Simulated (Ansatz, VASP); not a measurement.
One calculation of Al, two programs

Contents of POSCAR:

```
Al
1.0
    2.7550421937      0.0000000000      0.0000000000
   -1.3775210968      2.3859365282      0.0000000000
    0.0000000000      0.0000000000      4.7674986532
Al
2
Direct
    0.3333333333      0.6666666667      0.2500000000
    0.6666666667      0.3333333333      0.7500000000
```

Contents of INCAR.step1:

```
PREC     = Accurate       # precision mode
ENCUT    = 520            # plane-wave cutoff, eV
ISMEAR   = -1             # smearing method
SIGMA    = 0.05           # smearing width, eV
LREAL    = False          # projectors in reciprocal space
LASPH    = True           # aspherical terms in the spheres
NELM     = 80             # most SCF steps
NBANDS   = 10             # bands
GGA      = PE             # functional
ALGO     = Normal         # electronic algorithm
EDIFF    = 1E-4           # SCF threshold, eV
LWAVE    = True           # write WAVECAR
LCHARG   = False          # write CHGCAR
```

Contents of INCAR.step2:

```
PREC     = Accurate       # precision mode
ENCUT    = 520            # plane-wave cutoff, eV
EDIFF    = 1E-7           # SCF threshold, eV
ISMEAR   = -1             # smearing method
SIGMA    = 0.05           # smearing width, eV
LREAL    = False          # projectors in reciprocal space
LASPH    = True           # aspherical terms in the spheres
NELM     = 80             # most SCF steps
ALGO     = Normal         # electronic algorithm
ISIF     = 2              # what is computed and relaxed
LWAVE    = False          # write WAVECAR
LCHARG   = True           # write CHGCAR
METAGGA  = R2SCAN         # meta-GGA
LMIXTAU  = True         
LELF     = True           # ELF
LVHAR    = True         
NBANDS   = 10             # bands
ISTART   = 1
```

KPOINTS

```
Automatic mesh
0
Gamma
  11 11 6
```

Contents of input.yaml:

```yaml
crystal:
  lattice:
    - [2.7550421937, 0.0, 0.0]
    - [-1.3775210968, 2.3859365282, 0.0]
    - [0.0, 0.0, 4.7674986532]
  atoms:
    - { symbol: Al, position: [0.3333333333, 0.6666666667, 0.25] }
    - { symbol: Al, position: [0.6666666667, 0.3333333333, 0.75] }
hamiltonian:
  xc: r2scan
  pseudopotentials: { kind: paw }
kpoints:
  mp_grid: { grid: [11, 11, 6] }
scf:
  occupations: { method: fermi_dirac, width: 0.05 }
output:
  forces: true
  stress: true
  eigenvalues: true
```

This isn't the form of Al at room conditions, which is fcc.

Alike in both runs: task single point; functional r2SCAN; k mesh 11 × 11 × 6; occupations fermi-dirac, width 0.05 eV; no spin polarisation.

|  | VASP | Ansatz |
| --- | --- | --- |
| version | VASP 6.6.1 | Ansatz 0.2.0 |
| potentials or method | VASP PAW PBE potentials, release 64 (Al) | Ansatz PAW |
| plane-wave cutoff (eV) | 520 | 500 |
| valence electrons in the cell | 6 | 6 |

Ansatz gave:

* gap on the k mesh at the Fermi level (eV): none
* pressure (GPa): 2.6
* largest component of the traceless stress (GPa): 4.96

Q: What did VASP give for the same quantities?

A: gap on the k mesh at the Fermi level (eV): none; pressure (GPa): 2.2; largest component of the traceless stress (GPa): 4.95.

A gap of «none» marks a metal or a gap that the smearing closes. The functional is the same, so the differences come from potentials, cutoffs and numerics.

Caveats: the PAW data sets were made with another functional, which shifts forces and pressure a little (VASP); the PAW data sets come from PBE, with cores solved anew for the run's functional, which leaves a small shift of forces and pressure (Ansatz).
